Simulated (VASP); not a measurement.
**Bi: relaxation of cell and atoms with PBE+D3(BJ)**

Bi:

```
CELL_PARAMETERS angstrom
-1.99180 1.99180 1.99180
1.99180 -1.99180 1.99180
1.99180 1.99180 -1.99180
ATOMIC_POSITIONS crystal
Bi 0.00000 0.00000 0.00000
```

This isn't the form of Bi at room conditions, which is rhombohedral.

* Program: VASP 6.6.1
* Task: relaxation of cell and atoms
* Functional: PBE
* Dispersion: D3(BJ)
* Potentials or basis: VASP PAW PBE potentials, release 64 (Bi_d)
* Cutoff: 600 eV
* k mesh: 16 × 16 × 16
* Occupations: gaussian, width 0.1 eV
* Spin: no spin polarisation
* Dipole correction: no
* Further INCAR settings: ALGO = Normal; EDIFF = 1e-07; IBRION = 2; EDIFFG = -0.005; NSW = 70; ISIF = 3

```
Relaxed volume                         : 30.08 Å³/atom
Relaxed cell                           : a = 3.394 Å, b = 3.394 Å, c = 3.394 Å, α = 109.47°, β = 109.47°, γ = 109.47°
Space group after relaxing (to 0.05 Å) : Im-3m (No. 229)
Energy gained by relaxing              : 12.5 meV/atom
Ionic steps                            : 3
Pressure after relaxing                : 0.0 GPa
Band gap on the k mesh                 : none (metal or under the smearing width)
Dispersion energy per atom             : -0.524 eV
```

Step by step:
| step | energy change (eV) | largest force (eV/Å) | pressure (GPa) | volume (Å³) |
| --- | --- | --- | --- | --- |
| 1 | 0.0000 | 0.0000 | -2.49 | 31.61 |
| 2 | -0.0097 | 0.0000 | 1.38 | 29.41 |
| 3 | -0.0125 | 0.0000 | 0.00 | 30.08 |

Final structure:
```
CELL_PARAMETERS angstrom
-1.95926 1.95926 1.95926
1.95926 -1.95926 1.95926
1.95926 1.95926 -1.95926
ATOMIC_POSITIONS crystal
Bi 0.00000 0.00000 0.00000
```

Levels at points of the mesh, in eV from the Fermi level:
```tsv
k point	band 3	band 4	band 5	band 6	band 7	band 8	band 9	band 10	band 11
(0.00, 0.00, 0.00)	-23.06	-22.91	-22.91	-13.75	5.38	5.38	5.38	9.59	10.49
(0.50, 0.00, 0.00)	-22.92	-22.92	-22.82	-10.51	-5.26	1.65	3.57	6.10	7.66
(0.50, 0.50, 0.50)	-22.84	-22.84	-22.84	-8.24	-1.87	-1.87	-1.87	3.51	3.51
```

Run time: 110 s on 1 thread of Intel(R) Xeon(R) Platinum 8259CL CPU @ 2.50GHz (Skylake/Cascade Lake), with other jobs on the host, peak memory 0.22 GiB.

Caveat: spin-orbit coupling is left out, which moves the levels of the heavy elements; pairwise dispersion overbinds metals, which lowers pressure and volume.
